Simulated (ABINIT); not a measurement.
# CdS (Greenockite): G0W0 with ABINIT, start to end, part 2 of 3

Wanted: ground state, empty states, screening and self-energy for CdS (Greenockite).

ABINIT 10.8.3; PBE and many-body steps on it, plane waves. Known limits of the many-body steps: not at the basis limit; no spin-orbit coupling; coarse k mesh.

So far. Step 2 (Ground state): The gap is direct, at Γ.

### Step 3. Bands along the symmetry lines

Level of this step: DFT, PBE, plane waves, norm-conserving pseudopotentials (ABINIT).

The cheap functional maps the bands first; the places of the edges decide which points the dearer methods must see.

Input file run.abi:

```
acell 3*1.0 Angstrom
rprim 
  4.137000000025 -0.000000000006 0.000000000000
  -2.068500000008 3.582747095481 0.000000000000
  0.000000000000 0.000000000000 6.714400000000
ntypat 2
znucl 48 16
natom 4
typat 1 1 2 2
xred 
  0.666666666667 0.333333333333 0.000000000000
  0.333333333333 0.666666666667 0.500000000000
  0.666666666667 0.333333333333 0.375000000000
  0.333333333333 0.666666666667 0.875000000000
pp_dirpath "pseudos"
pseudos "Cd.upf, S.upf"
ecut 47
iscf -2
irdden 1
kptopt 0
nkpt 39
kpt 
  0.00000000 0.00000000 0.00000000
  0.12500000 0.00000000 0.00000000
  0.25000000 0.00000000 0.00000000
  0.37500000 0.00000000 0.00000000
  0.50000000 0.00000000 0.00000000
  0.45833333 0.08333333 0.00000000
  0.41666666 0.16666666 0.00000000
  0.37500000 0.25000000 0.00000000
  0.33333333 0.33333333 0.00000000
  0.25000000 0.25000000 0.00000000
  0.16666666 0.16666666 0.00000000
  0.08333333 0.08333333 0.00000000
  0.00000000 0.00000000 0.00000000
  0.00000000 0.00000000 0.12500000
  0.00000000 0.00000000 0.25000000
  0.00000000 0.00000000 0.37500000
  0.00000000 0.00000000 0.50000000
  0.12500000 0.00000000 0.50000000
  0.25000000 0.00000000 0.50000000
  0.37500000 0.00000000 0.50000000
  0.50000000 0.00000000 0.50000000
  0.45833333 0.08333333 0.50000000
  0.41666666 0.16666666 0.50000000
  0.37500000 0.25000000 0.50000000
  0.33333333 0.33333333 0.50000000
  0.25000000 0.25000000 0.50000000
  0.16666666 0.16666666 0.50000000
  0.08333333 0.08333333 0.50000000
  0.00000000 0.00000000 0.50000000
  0.50000000 0.00000000 0.50000000
  0.50000000 0.00000000 0.37500000
  0.50000000 0.00000000 0.25000000
  0.50000000 0.00000000 0.12500000
  0.50000000 0.00000000 0.00000000
  0.33333333 0.33333333 0.50000000
  0.33333333 0.33333333 0.37500000
  0.33333333 0.33333333 0.25000000
  0.33333333 0.33333333 0.12500000
  0.33333333 0.33333333 0.00000000
istwfk *1
nband 33
nbdbuf 2
tolwfr 1e-08
nstep 40
prtwf 0
prtvol 0
indata_prefix "in"
outdata_prefix "out"
tmpdata_prefix "tmp"
```

Command:

```sh
$ OMP_NUM_THREADS=1 mpirun -n 4 abinit run.abi > log
```

Numbers of over 12 decimals in the logs are rounded to 6 here.

The program printed:

```text
.Version 10.8.3 of ABINIT. v10.8.2 released Aug 2026.

 Symmetries : space group P6_3 m c (#186); Bravais hP (primitive hexag.)
[... echo of the input left out ...]
== DATASET  1 ==================================================================
-   mpi_nproc: 4, omp_nthreads: 1 (-1 if OMP is not activated)

--- !DatasetInfo
iteration_state: {dtset: 1, }
dimensions: {natom: 4, nkpt: 39, mband: 33, nsppol: 1, nspinor: 1, nspden: 1, mpw: 10376, }
cutoff_energies: {ecut:  47.0, pawecutdg:  -1.0, }
electrons: {nelect:   5.20000000E+01, charge:   0.00000000E+00, occopt:   1.00000000E+00, tsmear:   1.00000000E-02, }

 Real(R)+Recip(G) space primitive vectors, cartesian coordinates (Bohr,Bohr^-1):
 R(1)=  7.8177970  0.0000000  0.0000000  G(1)=  0.1279133  0.0738508  0.0000000
 R(2)= -3.9088985  6.7704108  0.0000000  G(2)=  0.0000000  0.1477015  0.0000000
 R(3)=  0.0000000  0.0000000 12.6883771  G(3)=  0.0000000  0.0000000  0.0788123
 Unit cell volume ucvol=  6.7159196E+02 bohr^3
 Angles (23,13,12)=  9.00000000E+01  9.00000000E+01  1.20000000E+02 degrees

 getcut: wavevector=  0.0000  0.0000  0.0000  ngfft=  50  50  80
         ecut(hartree)=     47.000   => boxcut(ratio)=   2.04301

--- Pseudopotential description ------------------------------------------------
- Cd Generated using ONCVPSP code by D. R. Hamann
- 48.00000  20.00000  171031                  znucl, zion, pspdat
12 -101130 2 -1 1368                          pspcod,pspxc,lmax,lloc,mmax
     nproj     2     2     2
  pspatm : epsatm=   23.16453630
         --- l  ekb(1:nproj) -->
             0   51.917189    3.534234
             1    8.636196    1.282240
             2    0.687672   -0.678465
 pspatm: atomic psp has been read  and splines computed

- S Generated using ONCVPSP code by D. R. Hamann
- 16.00000   6.00000  171031                  znucl, zion, pspdat
12 -101130 2 -1 1146                          pspcod,pspxc,lmax,lloc,mmax
     nproj     2     2     2
  pspatm : epsatm=    9.01821529
         --- l  ekb(1:nproj) -->
[...]
pspatm: atomic psp has been read  and splines computed

--------------------------------------------------------------------------------

================================================================================
 prteigrs : about to open file out_EIG
 Non-SCF case, kpt    1 (  0.00000  0.00000  0.00000), residuals and eigenvalues=
  2.76E-09  3.45E-09  3.27E-09  9.44E-09  2.74E-09  8.90E-09  2.07E-09  3.15E-09
  2.14E-09  7.79E-09  2.32E-09  6.34E-09  8.18E-09  5.44E-09  4.62E-09  6.18E-09
  7.66E-09  5.01E-09  4.39E-09  9.15E-09  3.70E-09  2.57E-09  4.11E-09  6.80E-09
[...]
9.12E-05
 -3.5653E+00 -3.5653E+00 -2.1346E+00 -2.1345E+00 -2.1344E+00 -2.1344E+00
 -2.1344E+00 -2.1344E+00 -2.9322E-01 -2.7715E-01 -1.2388E-01 -1.2293E-01
 -1.2293E-01 -1.1972E-01 -1.1972E-01 -1.0812E-01 -1.0812E-01 -1.0475E-01
[...]
1.46E-04
[...]
Non-SCF case, kpt   38 (  0.33333  0.33333  0.12500), residuals and eigenvalues=
[...]
Non-SCF case, kpt   39 (  0.33333  0.33333  0.00000), residuals and eigenvalues=
[...]
-8.6945E-02 -8.6945E-02  2.5072E-02  2.5072E-02  4.6733E-02  9.1870E-02
  9.1870E-02  1.0097E-01  3.3009E-01  3.4772E-01  3.4772E-01  4.2348E-01
[...]
--- !ResultsGS
iteration_state: {dtset: 1, }
comment   : Summary of ground state results
lattice_vectors:
- [  7.8177970,  -0.0000000,   0.0000000, ]
- [ -3.9088985,   6.7704108,   0.0000000, ]
- [  0.0000000,   0.0000000,  12.6883771, ]
lattice_lengths: [   7.81780,    7.81780,   12.68838, ]
lattice_angles: [ 90.000,  90.000, 120.000, ] # degrees, (23, 13, 12)
lattice_volume:   6.7159196E+02
convergence: {deltae:  0.000E+00, res2:  0.000E+00, residm:  9.997E-09, diffor:  0.000E+00, }
etotal    :  -3.72830038E+02
entropy   :   0.00000000E+00
fermie    :   1.60565230E-01
cartesian_stress_tensor: null
pressure_GPa: null
xred      :
- [  6.6667E-01,   3.3333E-01,   0.0000E+00, Cd]
- [  3.3333E-01,   6.6667E-01,   5.0000E-01, Cd]
- [  6.6667E-01,   3.3333E-01,   3.7500E-01,  S]
- [  3.3333E-01,   6.6667E-01,   8.7500E-01,  S]
cartesian_forces: null
force_length_stats: {min: null, max: null, mean: null, }

 Integrated electronic density in atomic spheres:
 ------------------------------------------------
 Atom  Sphere_radius  Integrated_density
[...]
================================================================================

 ----iterations are completed or convergence reached----

 Mean square residual over all n,k,spin=   50.320E-10; max=  99.968E-10
 reduced coordinates (array xred) for    4 atoms
[...]
0.666666666667      0.333333333333      0.375000000000
       0.333333333333      0.666666666667      0.875000000000

 cartesian coordinates (angstrom) at end:
    1      2.068500     1.194249     0.000000
    2      3e-12     2.388498     3.357200
    3      2.068500     1.194249     2.517900
    4      3e-12     2.388498     5.875100
 length scales=  1.889726125908  1.889726125908  1.889726125908 bohr
              =  1.000000000000  1.000000000000  1.000000000000 angstroms
 prteigrs : about to open file out_EIG
 Eigenvalues (hartree) for nkpt=  39  k points:
 kpt#   1, nband= 33, wtk=  1.00000, kpt=  0.0000  0.0000  0.0000 (reduced coord)
[...]
kpt#   2, nband= 33, wtk=  1.00000, kpt=  0.1250  0.0000  0.0000 (reduced coord)
[...]
kpt#   3, nband= 33, wtk=  1.00000, kpt=  0.2500  0.0000  0.0000 (reduced coord)
[...]
kpt#  38, nband= 33, wtk=  1.00000, kpt=  0.3333  0.3333  0.1250 (reduced coord)
[...]
0.49161
 kpt#  39, nband= 33, wtk=  1.00000, kpt=  0.3333  0.3333  0.0000 (reduced coord)
[...]
-0.10736   -0.10528   -0.08695   -0.08695    0.02507    0.02507    0.04673    0.09187
   0.09187    0.10097    0.33009    0.34772    0.34772    0.42348    0.43271    0.43271
   0.47932

== END DATASET(S) ==============================================================
================================================================================

 -outvars: echo values of variables after computation  --------
            nband          33
             nkpt          39
          spgroup         186
 [... the other variables as echoed above ...]

 Calculation completed.
```

The job ended after 97 s (4 MPI ranks of Intel Xeon Platinum 8488C (Sapphire Rapids), shared host; peak memory 0.56 GiB; 6.4 min of CPU time).

Numbers from this step:

- gap: 1.198 eV
- k of the valence top: 0, 0, 0
- k of the conduction bottom: 0, 0, 0
- least direct gap: 1.198 eV

The gap is 1.198 eV, as in the run before at this level.

The electronic bands at the labelled points (eV, zero at the top of the highest filled band):

```csv
point,band 23,band 24,band 25,band 26,band 27,band 28,band 29,band 30
Γ,-0.77,-0.05,0.00,0.00,1.20,2.78,6.43,6.43
halfway,-1.94,-1.37,-0.51,-0.37,2.98,3.99,5.48,6.39
M,-2.67,-1.88,-1.31,-0.74,3.71,3.86,5.09,6.40
halfway,-2.71,-2.19,-1.46,-1.20,4.32,4.68,4.91,6.45
K,-3.10,-1.87,-1.87,-1.62,4.61,5.09,5.09,7.15
halfway,-2.39,-1.67,-0.66,-0.63,3.40,4.52,5.54,5.78
Γ,-0.77,-0.05,0.00,0.00,1.20,2.78,6.43,6.43
halfway,-0.67,-0.67,-0.12,-0.12,2.09,2.85,6.28,6.50
A,-0.40,-0.40,-0.40,-0.40,2.84,2.84,6.17,6.17
halfway,-1.34,-1.34,-0.90,-0.90,3.81,3.81,5.40,5.40
L,-1.34,-1.34,-1.34,-1.34,3.46,3.46,5.37,5.37
halfway,-1.96,-1.96,-1.18,-1.18,4.00,4.00,5.70,5.70
H,-2.42,-2.42,-1.13,-1.13,4.38,4.38,6.08,6.08
halfway,-1.36,-1.36,-1.19,-1.19,4.14,4.14,5.40,5.40
A,-0.40,-0.40,-0.40,-0.40,2.84,2.84,6.17,6.17
jump to L,-1.34,-1.34,-1.34,-1.34,3.46,3.46,5.37,5.37
halfway,-2.16,-1.73,-1.13,-0.93,3.31,3.89,5.56,5.62
M,-2.67,-1.88,-1.31,-0.74,3.71,3.86,5.09,6.40
jump to H,-2.42,-2.42,-1.13,-1.13,4.38,4.38,6.08,6.08
halfway,-2.91,-1.88,-1.49,-1.49,4.78,4.78,5.06,6.73
K,-3.10,-1.87,-1.87,-1.62,4.61,5.09,5.09,7.15
```

### Step 4. Empty states on the mesh, 3×3×2 mesh, 125 bands

The sums over transitions need many empty states on a uniform mesh; this step solves for them.

Input file run.abi:

```
acell 3*1.0 Angstrom
rprim 
  4.137000000025 -0.000000000006 0.000000000000
  -2.068500000008 3.582747095481 0.000000000000
  0.000000000000 0.000000000000 6.714400000000
ntypat 2
znucl 48 16
natom 4
typat 1 1 2 2
xred 
  0.666666666667 0.333333333333 0.000000000000
  0.333333333333 0.666666666667 0.500000000000
  0.666666666667 0.333333333333 0.375000000000
  0.333333333333 0.666666666667 0.875000000000
pp_dirpath "pseudos"
pseudos "Cd.upf, S.upf"
ecut 47
ngkpt 3 3 2
nshiftk 1
shiftk 0 0 0
kptopt 1
chksymbreak 0
iscf -2
irdden 1
istwfk *1
nband 125
nbdbuf 10
tolwfr 1e-09
nstep 60
prtvol 0
indata_prefix "in"
outdata_prefix "out"
tmpdata_prefix "tmp"
```

The program printed:

```text
.Version 10.8.3 of ABINIT. v10.8.2 released Aug 2026.

 Symmetries : space group P6_3 m c (#186); Bravais hP (primitive hexag.)
[... echo of the input left out ...]
== DATASET  1 ==================================================================
-   mpi_nproc: 4, omp_nthreads: 1 (-1 if OMP is not activated)

--- !DatasetInfo
iteration_state: {dtset: 1, }
dimensions: {natom: 4, nkpt: 6, mband: 125, nsppol: 1, nspinor: 1, nspden: 1, mpw: 10374, }
cutoff_energies: {ecut:  47.0, pawecutdg:  -1.0, }
electrons: {nelect:   5.20000000E+01, charge:   0.00000000E+00, occopt:   1.00000000E+00, tsmear:   1.00000000E-02, }

 Real(R)+Recip(G) space primitive vectors, cartesian coordinates (Bohr,Bohr^-1):
 R(1)=  7.8177970  0.0000000  0.0000000  G(1)=  0.1279133  0.0738508  0.0000000
 R(2)= -3.9088985  6.7704108  0.0000000  G(2)=  0.0000000  0.1477015  0.0000000
 R(3)=  0.0000000  0.0000000 12.6883771  G(3)=  0.0000000  0.0000000  0.0788123
 Unit cell volume ucvol=  6.7159196E+02 bohr^3
 Angles (23,13,12)=  9.00000000E+01  9.00000000E+01  1.20000000E+02 degrees

 getcut: wavevector=  0.0000  0.0000  0.0000  ngfft=  50  50  80
         ecut(hartree)=     47.000   => boxcut(ratio)=   2.04301

--- Pseudopotential description ------------------------------------------------
- Cd Generated using ONCVPSP code by D. R. Hamann
- 48.00000  20.00000  171031                  znucl, zion, pspdat
12 -101130 2 -1 1368                          pspcod,pspxc,lmax,lloc,mmax
     nproj     2     2     2
  pspatm : epsatm=   23.16453630
         --- l  ekb(1:nproj) -->
             0   51.917189    3.534234
             1    8.636196    1.282240
             2    0.687672   -0.678465
 pspatm: atomic psp has been read  and splines computed

- S Generated using ONCVPSP code by D. R. Hamann
- 16.00000   6.00000  171031                  znucl, zion, pspdat
12 -101130 2 -1 1146                          pspcod,pspxc,lmax,lloc,mmax
     nproj     2     2     2
  pspatm : epsatm=    9.01821529
         --- l  ekb(1:nproj) -->
[...]
pspatm: atomic psp has been read  and splines computed

--------------------------------------------------------------------------------

================================================================================
 prteigrs : about to open file out_EIG
 Non-SCF case, kpt    1 (  0.00000  0.00000  0.00000), residuals and eigenvalues=
  4.33E-10  6.33E-10  6.73E-10  4.53E-10  1.78E-10  4.67E-10  3.25E-10  9.56E-10
  2.22E-10  3.59E-10  7.87E-10  1.39E-10  5.90E-10  1.06E-10  9.18E-10  7.22E-11
  5.73E-10  1.22E-10  7.32E-10  7.69E-10  9.03E-10  4.44E-10  5.64E-10  1.07E-10
[...]
1.11E-05  2.39E-05  1.24E-05  5.94E-04  1.41E-03
 -3.5653E+00 -3.5653E+00 -2.1346E+00 -2.1345E+00 -2.1344E+00 -2.1344E+00
 -2.1344E+00 -2.1344E+00 -2.9322E-01 -2.7715E-01 -1.2388E-01 -1.2293E-01
 -1.2293E-01 -1.1972E-01 -1.1972E-01 -1.0812E-01 -1.0812E-01 -1.0475E-01
[...]
1.7915E+00  1.8032E+00  1.8419E+00  1.8419E+00  1.8973E+00  1.8973E+00
  1.9059E+00  1.9162E+00  1.9162E+00  1.9350E+00  1.9683E+00  1.9878E+00
  1.9878E+00  2.0215E+00  2.0218E+00  2.0243E+00  2.0539E+00
 prteigrs : prtvol=0 or 1, do not print more k-points.

--- !ResultsGS
iteration_state: {dtset: 1, }
comment   : Summary of ground state results
lattice_vectors:
- [  7.8177970,  -0.0000000,   0.0000000, ]
- [ -3.9088985,   6.7704108,   0.0000000, ]
- [  0.0000000,   0.0000000,  12.6883771, ]
lattice_lengths: [   7.81780,    7.81780,   12.68838, ]
lattice_angles: [ 90.000,  90.000, 120.000, ] # degrees, (23, 13, 12)
lattice_volume:   6.7159196E+02
convergence: {deltae:  0.000E+00, res2:  0.000E+00, residm:  9.976E-10, diffor:  0.000E+00, }
etotal    :  -3.72830038E+02
entropy   :   0.00000000E+00
fermie    :   1.60565230E-01
cartesian_stress_tensor: null
pressure_GPa: null
xred      :
- [  6.6667E-01,   3.3333E-01,   0.0000E+00, Cd]
- [  3.3333E-01,   6.6667E-01,   5.0000E-01, Cd]
- [  6.6667E-01,   3.3333E-01,   3.7500E-01,  S]
- [  3.3333E-01,   6.6667E-01,   8.7500E-01,  S]
cartesian_forces: null
force_length_stats: {min: null, max: null, mean: null, }

 Integrated electronic density in atomic spheres:
 ------------------------------------------------
 Atom  Sphere_radius  Integrated_density
[...]
================================================================================

 ----iterations are completed or convergence reached----

 Mean square residual over all n,k,spin=   45.194E-11; max=  99.756E-11
 reduced coordinates (array xred) for    4 atoms
[...]
0.666666666667      0.333333333333      0.375000000000
       0.333333333333      0.666666666667      0.875000000000

 cartesian coordinates (angstrom) at end:
    1      2.068500     1.194249     0.000000
    2      3e-12     2.388498     3.357200
    3      2.068500     1.194249     2.517900
    4      3e-12     2.388498     5.875100
 length scales=  1.889726125908  1.889726125908  1.889726125908 bohr
              =  1.000000000000  1.000000000000  1.000000000000 angstroms
 prteigrs : about to open file out_EIG
 Eigenvalues (hartree) for nkpt=   6  k points:
 kpt#   1, nband=125, wtk=  0.05556, kpt=  0.0000  0.0000  0.0000 (reduced coord)
[...]
1.73250    1.74748    1.76916    1.79147    1.79147    1.80317    1.84194    1.84194
   1.89732    1.89732    1.90585    1.91623    1.91623    1.93497    1.96832    1.98781
   1.98782    2.02146    2.02181    2.02428    2.05388
 prteigrs : prtvol=0 or 1, do not print more k-points.

== END DATASET(S) ==============================================================
================================================================================

 -outvars: echo values of variables after computation  --------
            nband         125
             nkpt           6
          spgroup         186
 [... the other variables as echoed above ...]

 Calculation completed.
```

It took 2 min on 4 MPI ranks; peak memory 0.51 GiB; 7.9 min of CPU time.

This step gave:

- gap: 1.198 eV
- k of the valence top: 0, 0, 0
- k of the conduction bottom: 0, 0, 0
- least direct gap: 1.198 eV
- k points computed: 6
- lowest point of the top converged band, above the valence top: 47.48 eV

On this mesh the gap is 1.198 eV.

### Step 5. Screening, 3×3×2 mesh, 115 bands, screening to 119.7 eV

The RPA dielectric matrix is built and inverted for each q.

This step: RPA screening on PBE, plane waves, norm-conserving pseudopotentials.

Changes to run.abi since step 4:

```diff
@@ -22,10 +22,11 @@
 chksymbreak 0
-iscf -2
-irdden 1
 istwfk *1
-nband 125
-nbdbuf 10
-tolwfr 1e-09
-nstep 60
-prtvol 0
+occopt 1
+irdwfk 1
+optdriver 3
+nband 115
+ecuteps 4.4
+inclvkb 2
+awtr 1
+symchi 1
 indata_prefix "in"
```

The program printed:

```text
.Version 10.8.3 of ABINIT. v10.8.2 released Aug 2026.

 Symmetries : space group P6_3 m c (#186); Bravais hP (primitive hexag.)
[... echo of the input left out ...]
== DATASET  1 ==================================================================
-   mpi_nproc: 4, omp_nthreads: 1 (-1 if OMP is not activated)

--- !DatasetInfo
iteration_state: {dtset: 1, }
dimensions: {natom: 4, nkpt: 6, mband: 115, nsppol: 1, nspinor: 1, nspden: 1, mpw: 10374, }
cutoff_energies: {ecut:  47.0, pawecutdg:  -1.0, }
electrons: {nelect:   5.20000000E+01, charge:   0.00000000E+00, occopt:   1.00000000E+00, tsmear:   1.00000000E-02, }

 SCREENING: Calculation of the susceptibility and dielectric matrices

 Based on a program developped by R.W. Godby, V. Olevano, G. Onida, and L. Reining.
 Incorporated in ABINIT by V. Olevano, G.-M. Rignanese, and M. Torrent.
.Using double precision arithmetic ; gwpc =  8

[... cell and pseudopotentials left out ...]
--------------------------------------------------------------------------------

 ==== K-mesh for the wavefunctions ====
 Number of points in the irreducible wedge :     6
[... list of points left out ...]
 Together with 12 symmetry operations and time-reversal symmetry
 yields    18 points in the full Brillouin Zone.

 ==== Q-mesh for the screening function ====
 Number of points in the irreducible wedge :     6
[... list of points left out ...]
 Together with 12 symmetry operations and time-reversal symmetry
 yields    18 points in the full Brillouin Zone.

 setmesh: FFT mesh size selected  =    27x   27x   54
          total number of points  =        39366

 vcoul_init : cutoff-mode = AUXILIARY_FUNCTION
 q-points for optical limit:   1
     1)      0.000010    0.000020    0.000030

- screening: taking advantage of time-reversal symmetry
- Maximum band index for partially occupied states nbvw = 26
- Remaining bands to be divided among processors   nbcw = 89
- Number of bands treated by each node ~22

 Number of electrons calculated from density =   52.0000; Expected =   52.0000
 average of density, n =  0.077428
 r_s =    1.4555
 omega_plasma =   26.8414 [eV]

 calculating chi0 at frequencies [eV] :
  1    0.000000E+00    0.000000E+00
  2    0.000000E+00    2.684136E+01

--------------------------------------------------------------------------------
  q-point number  1        q = ( 0.000000, 0.000000, 0.000000) [r.l.u.]
--------------------------------------------------------------------------------
[... chi0 elements left out ...]
 For q-point:  0.000010 0.000020 0.000030
  dielectric constant =  13.5541
  dielectric constant without local fields =  14.3572

  Average fulfillment of the sum rule on Im[epsilon] for q-point    1 :     47.60  [%]
[... wings left out ...]
  q-point number  2        q = ( 0.333333, 0.000000, 0.000000) [r.l.u.]
--------------------------------------------------------------------------------
[... chi0 elements left out ...]
  Average fulfillment of the sum rule on Im[epsilon] for q-point    2 :     52.68  [%]

 [... 4 further q-points ...]
```

Run time: 55 s. Hardware: 4 MPI ranks; peak memory 1.4 GiB.

Numbers from this step:

| Quantity | Value |
| --- | --- |
| ε∞ with local fields, on this mesh, along the program's q direction | 13.55 |
| the same without local fields | 14.36 |
| plasma frequency | 26.84 eV |
| plane waves in the screening matrix | 311 |

Local fields lower ε∞ by 6 %. On a Γ-centred mesh this coarse the value itself is usually too large, while a short band sum pulls it down.

(Continued in part 3 of 3.)

[Paths, hosts, dates, memory and timing lines, banners, echoed tables and standing remarks are left out of the program output.]

[Logs are printed without paths, hosts, clocks, repeated set-up lines and the standing remarks that a program may print on its own settings, such as how far it seeks lower states.]

[Runs of the session that timed out or met a known fault of the program may be left out.]

[Hosts, paths, dates, database ids (printed as entryN), source tags and the programs' standing remarks are cut or masked in the printed files.]

[G0W0 gaps are taken among the corrected bands and points alone; a level outside them can change the order at an edge.]

[Where Ansatz stands beside ABINIT at settings called matched, ABINIT's density can come from a denser mesh and the files from another edition; pairs whose starting gaps differed by over 0.03 eV were left out, so agreement reads better than it is.]
